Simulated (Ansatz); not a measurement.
Molecular dynamics of BaTiO$_{3}$

The input (input.yaml):

```yaml
accuracy: low
crystal:
  lattice:
    - [6.933702, 0.0, 0.0]
    - [-4.642831, 6.558631, 0.0]
    - [0.0, 0.0, 18.050726]
  atoms:
    - { symbol: Ba, position: [0.0, 0.0, 0.0553994] }
    - { symbol: Ti, position: [0.49375, 0.990666, 0.0573432] }
    - { symbol: O, position: [0.7543328, 0.1331154, 0.1318014] }
    - { symbol: O, position: [0.4973589, 0.7527557, 0.0562208] }
    - { symbol: O, position: [0.2520948, 0.8730732, 0.1324974] }
    - { symbol: Ba, position: [1.0, 0.5, 0.0553994] }
    - { symbol: Ti, position: [0.49375, 0.490666, 0.0573432] }
    - { symbol: O, position: [0.7543328, 0.6331154, 0.1318014] }
    - { symbol: O, position: [0.4973589, 0.2527557, 0.0562208] }
    - { symbol: O, position: [0.2520948, 0.3730732, 0.1324974] }
    - { symbol: Ba, position: [0.50008732, 0.24870228, 0.22966343] }
    - { symbol: Ti, position: [0.99911438, 0.24780929, 0.22754742] }
    - { symbol: O, position: [0.24583131, 0.37236235, 0.28772563] }
    - { symbol: O, position: [1.00151192, 0.00117992, 0.19957483] }
    - { symbol: O, position: [0.75608959, 0.12673054, 0.28843213] }
    - { symbol: Ba, position: [0.50008732, 0.74870228, 0.22966343] }
    - { symbol: Ti, position: [0.99911438, 0.74780929, 0.22754742] }
    - { symbol: O, position: [0.24583131, 0.87236235, 0.28772563] }
    - { symbol: O, position: [1.00151192, 0.50117992, 0.19957483] }
    - { symbol: O, position: [0.75608959, 0.62673054, 0.28843213] }
    - { symbol: Ba, position: [0.98692549, 0.49233712, 0.41338562] }
    - { symbol: Ti, position: [0.48765304, 0.49261903, 0.38987011] }
    - { symbol: O, position: [0.73040634, 0.6141134, 0.45089063] }
    - { symbol: O, position: [0.49195415, 0.24496563, 0.36972526] }
    - { symbol: O, position: [0.2451896, 0.3715225, 0.45021769] }
    - { symbol: Ba, position: [0.98692549, 0.99233712, 0.41338562] }
    - { symbol: Ti, position: [0.48765304, 0.99261903, 0.38987011] }
    - { symbol: O, position: [0.73040634, 0.1141134, 0.45089063] }
    - { symbol: O, position: [0.49195415, 0.74496563, 0.36972526] }
    - { symbol: O, position: [0.2451896, 0.8715225, 0.45021769] }
basis:
  ecutwfc: 420.0
kpoints:
  mp_grid: { grid: [2, 2, 1] }
hamiltonian:
  xc: pbesol
  pseudopotentials: { kind: paw, azcp: { folder: soft_1 } }
scf:
  occupations: { method: fermi_dirac, width: 0.02 }
  lower_state_search: "off"
md:
  timestep: 1
  n_steps: 110
  ensemble: nvt_langevin
  temperature: 300.0
  initial_velocities: maxwell_boltzmann
  seed: 826505
  friction: 0.01
  constraints: [{ sites: [0, 1, 2, 3, 4, 5, 6, 7, 8, 9] }]
```

Launched with:

```bash
$ ansatz run input.yaml --threads 4 --pin off --max-ram 10240MiB --backend cpu --events-out ev --progress --plain --runs-dir out
```

It starts from a partly relaxed structure (largest force component 0.08 eV/Å).

Output, in part (one step line in 2):

```
md step     0: t =     0.00 fs  T =   300.0 K  F+E_penalty+E_count = -60150.93980789 eV  E_kin = 0.775560 eV  (35 SCF iters)
md step     2: t =     2.00 fs  T =   293.4 K  F+E_penalty+E_count = -60150.92323976 eV  E_kin = 0.758422 eV  (23 SCF iters)
md step     4: t =     4.00 fs  T =   293.3 K  F+E_penalty+E_count = -60150.88458368 eV  E_kin = 0.758338 eV  (23 SCF iters)
md step     6: t =     6.00 fs  T =   286.4 K  F+E_penalty+E_count = -60150.83183642 eV  E_kin = 0.740314 eV  (11 SCF iters)
md step     8: t =     8.00 fs  T =   261.0 K  F+E_penalty+E_count = -60150.77119444 eV  E_kin = 0.674629 eV  (13 SCF iters)
md step    10: t =    10.00 fs  T =   236.0 K  F+E_penalty+E_count = -60150.71146178 eV  E_kin = 0.610163 eV  (22 SCF iters)
md step    12: t =    12.00 fs  T =   211.9 K  F+E_penalty+E_count = -60150.65600484 eV  E_kin = 0.547843 eV  (12 SCF iters)
md step    14: t =    14.00 fs  T =   207.5 K  F+E_penalty+E_count = -60150.61154943 eV  E_kin = 0.536539 eV  (14 SCF iters)
md step    16: t =    16.00 fs  T =   188.2 K  F+E_penalty+E_count = -60150.57333348 eV  E_kin = 0.486636 eV  (11 SCF iters)
md step    18: t =    18.00 fs  T =   201.3 K  F+E_penalty+E_count = -60150.54326000 eV  E_kin = 0.520481 eV  (11 SCF iters)
md step    20: t =    20.00 fs  T =   195.4 K  F+E_penalty+E_count = -60150.51693651 eV  E_kin = 0.505146 eV  (19 SCF iters)
md step    22: t =    22.00 fs  T =   182.1 K  F+E_penalty+E_count = -60150.48595611 eV  E_kin = 0.470732 eV  (14 SCF iters)
md step    24: t =    24.00 fs  T =   179.0 K  F+E_penalty+E_count = -60150.46083203 eV  E_kin = 0.462865 eV  (12 SCF iters)
md step    26: t =    26.00 fs  T =   178.3 K  F+E_penalty+E_count = -60150.44698084 eV  E_kin = 0.460906 eV  (12 SCF iters)
md step    28: t =    28.00 fs  T =   157.2 K  F+E_penalty+E_count = -60150.43606891 eV  E_kin = 0.406420 eV  (14 SCF iters)
md step    30: t =    30.00 fs  T =   163.8 K  F+E_penalty+E_count = -60150.43335720 eV  E_kin = 0.423426 eV  (19 SCF iters)
md step    32: t =    32.00 fs  T =   161.4 K  F+E_penalty+E_count = -60150.43432958 eV  E_kin = 0.417137 eV  (12 SCF iters)
md step    34: t =    34.00 fs  T =   182.5 K  F+E_penalty+E_count = -60150.44246638 eV  E_kin = 0.471714 eV  (11 SCF iters)
md step    36: t =    36.00 fs  T =   207.5 K  F+E_penalty+E_count = -60150.45920081 eV  E_kin = 0.536330 eV  (13 SCF iters)
md step    38: t =    38.00 fs  T =   225.7 K  F+E_penalty+E_count = -60150.47913263 eV  E_kin = 0.583496 eV  (10 SCF iters)
md step    40: t =    40.00 fs  T =   226.1 K  F+E_penalty+E_count = -60150.49094348 eV  E_kin = 0.584501 eV  (21 SCF iters)
md step    42: t =    42.00 fs  T =   236.6 K  F+E_penalty+E_count = -60150.49505250 eV  E_kin = 0.611757 eV  (13 SCF iters)
md step    44: t =    44.00 fs  T =   234.2 K  F+E_penalty+E_count = -60150.48997086 eV  E_kin = 0.605414 eV  (14 SCF iters)
md step    46: t =    46.00 fs  T =   224.6 K  F+E_penalty+E_count = -60150.47853416 eV  E_kin = 0.580594 eV  (13 SCF iters)
md step    48: t =    48.00 fs  T =   232.1 K  F+E_penalty+E_count = -60150.46222749 eV  E_kin = 0.599985 eV  (12 SCF iters)
md step    50: t =    50.00 fs  T =   242.3 K  F+E_penalty+E_count = -60150.43775632 eV  E_kin = 0.626349 eV  (23 SCF iters)
md step    52: t =    52.00 fs  T =   216.8 K  F+E_penalty+E_count = -60150.40198691 eV  E_kin = 0.560394 eV  (14 SCF iters)
md step    54: t =    54.00 fs  T =   196.8 K  F+E_penalty+E_count = -60150.36601614 eV  E_kin = 0.508756 eV  (14 SCF iters)
md step    56: t =    56.00 fs  T =   194.0 K  F+E_penalty+E_count = -60150.33444852 eV  E_kin = 0.501565 eV  (11 SCF iters)
md step    58: t =    58.00 fs  T =   200.8 K  F+E_penalty+E_count = -60150.30718288 eV  E_kin = 0.519186 eV  (11 SCF iters)
md step    60: t =    60.00 fs  T =   207.4 K  F+E_penalty+E_count = -60150.29478412 eV  E_kin = 0.536213 eV  (19 SCF iters)
md step    62: t =    62.00 fs  T =   200.9 K  F+E_penalty+E_count = -60150.29165275 eV  E_kin = 0.519482 eV  (12 SCF iters)
md step    64: t =    64.00 fs  T =   195.5 K  F+E_penalty+E_count = -60150.29417587 eV  E_kin = 0.505298 eV  (12 SCF iters)
md step    66: t =    66.00 fs  T =   201.0 K  F+E_penalty+E_count = -60150.30231208 eV  E_kin = 0.519531 eV  (14 SCF iters)
md step    68: t =    68.00 fs  T =   199.6 K  F+E_penalty+E_count = -60150.31343416 eV  E_kin = 0.516063 eV  (13 SCF iters)
md step    70: t =    70.00 fs  T =   222.8 K  F+E_penalty+E_count = -60150.32154410 eV  E_kin = 0.576000 eV  (21 SCF iters)
md step    72: t =    72.00 fs  T =   226.8 K  F+E_penalty+E_count = -60150.32933234 eV  E_kin = 0.586227 eV  (12 SCF iters)
md step    74: t =    74.00 fs  T =   215.3 K  F+E_penalty+E_count = -60150.33624637 eV  E_kin = 0.556572 eV  (14 SCF iters)
md step    76: t =    76.00 fs  T =   238.1 K  F+E_penalty+E_count = -60150.34643735 eV  E_kin = 0.615619 eV  (11 SCF iters)
md step    78: t =    78.00 fs  T =   213.5 K  F+E_penalty+E_count = -60150.35682296 eV  E_kin = 0.552050 eV  (13 SCF iters)
md step    80: t =    80.00 fs  T =   239.4 K  F+E_penalty+E_count = -60150.37774245 eV  E_kin = 0.618911 eV  (19 SCF iters)
md step    82: t =    82.00 fs  T =   237.6 K  F+E_penalty+E_count = -60150.40348546 eV  E_kin = 0.614232 eV  (11 SCF iters)
md step    84: t =    84.00 fs  T =   237.8 K  F+E_penalty+E_count = -60150.42553480 eV  E_kin = 0.614640 eV  (11 SCF iters)
md step    86: t =    86.00 fs  T =   246.9 K  F+E_penalty+E_count = -60150.43498505 eV  E_kin = 0.638274 eV  (12 SCF iters)
md step    88: t =    88.00 fs  T =   231.1 K  F+E_penalty+E_count = -60150.42825172 eV  E_kin = 0.597514 eV  (11 SCF iters)
md step    90: t =    90.00 fs  T =   212.5 K  F+E_penalty+E_count = -60150.41470444 eV  E_kin = 0.549256 eV  (19 SCF iters)
md step    92: t =    92.00 fs  T =   204.5 K  F+E_penalty+E_count = -60150.39955555 eV  E_kin = 0.528572 eV  (11 SCF iters)
md step    94: t =    94.00 fs  T =   204.7 K  F+E_penalty+E_count = -60150.38707898 eV  E_kin = 0.529188 eV  (11 SCF iters)
md step    96: t =    96.00 fs  T =   198.8 K  F+E_penalty+E_count = -60150.38030050 eV  E_kin = 0.513816 eV  (12 SCF iters)
md step    98: t =    98.00 fs  T =   206.8 K  F+E_penalty+E_count = -60150.38236893 eV  E_kin = 0.534675 eV  (13 SCF iters)
md step   100: t =   100.00 fs  T =   190.6 K  F+E_penalty+E_count = -60150.39347242 eV  E_kin = 0.492697 eV  (20 SCF iters)
md step   102: t =   102.00 fs  T =   181.8 K  F+E_penalty+E_count = -60150.40005099 eV  E_kin = 0.469897 eV  (13 SCF iters)
md step   104: t =   104.00 fs  T =   197.4 K  F+E_penalty+E_count = -60150.40217129 eV  E_kin = 0.510250 eV  (13 SCF iters)
md step   106: t =   106.00 fs  T =   209.9 K  F+E_penalty+E_count = -60150.39521492 eV  E_kin = 0.542512 eV  (14 SCF iters)
md step   108: t =   108.00 fs  T =   200.8 K  F+E_penalty+E_count = -60150.37642239 eV  E_kin = 0.519061 eV  (14 SCF iters)
md step   110: t =   110.00 fs  T =   197.0 K  F+E_penalty+E_count = -60150.35033097 eV  E_kin = 0.509338 eV  (20 SCF iters)
```

All steps were run. The mean temperature of the second half is 30 % below the set value. A run of 0.11 ps of so small a system gives no equilibrium averages. Limits of this set-up: coarse k mesh, thin slab, slab without dipole correction, PAW files made for another functional, a typed lattice constant that wasn't relaxed here, low accuracy level.

Mean squared displacements from the first frame to the last: Ba 0.02 Å², Ti 0.01 Å², O 0.01 Å².

Last frame:

```xyz
30
Lattice="6.9337 0.0000 0.0000 -4.6428 6.5586 0.0000 0.0000 0.0000 18.0507" Properties=species:S:1:pos:R:3
Ba 0.000 0.000 1.000
Ti -1.176 6.497 1.035
O 4.612 0.873 2.379
O -0.046 4.937 1.015
O -2.306 5.726 2.392
Ba 4.612 3.279 1.000
Ti 1.145 3.218 1.035
O 2.291 4.152 2.379
O 2.275 1.658 1.015
O 0.016 2.447 2.392
Ba 2.245 1.656 4.135
Ti 5.825 1.573 4.129
O 0.027 2.391 5.214
O 6.898 0.026 3.559
O 4.695 0.686 5.225
Ba 0.091 4.922 4.129
Ti 3.552 4.744 4.082
O -2.380 5.574 5.188
O 4.717 3.238 3.570
O 2.307 4.066 5.147
Ba 4.608 3.038 7.432
Ti 1.117 3.236 7.058
O 2.291 3.987 8.169
O 2.359 1.540 6.617
O -0.025 2.374 8.122
Ba 2.238 6.532 7.161
Ti -1.229 6.453 7.138
O 4.502 0.634 8.236
O 0.037 4.843 6.725
O -2.356 5.575 8.133
```

Time of the run: 17 min on 4 threads of Arm Neoverse V2 (shared host), peak memory 2.8 GiB.
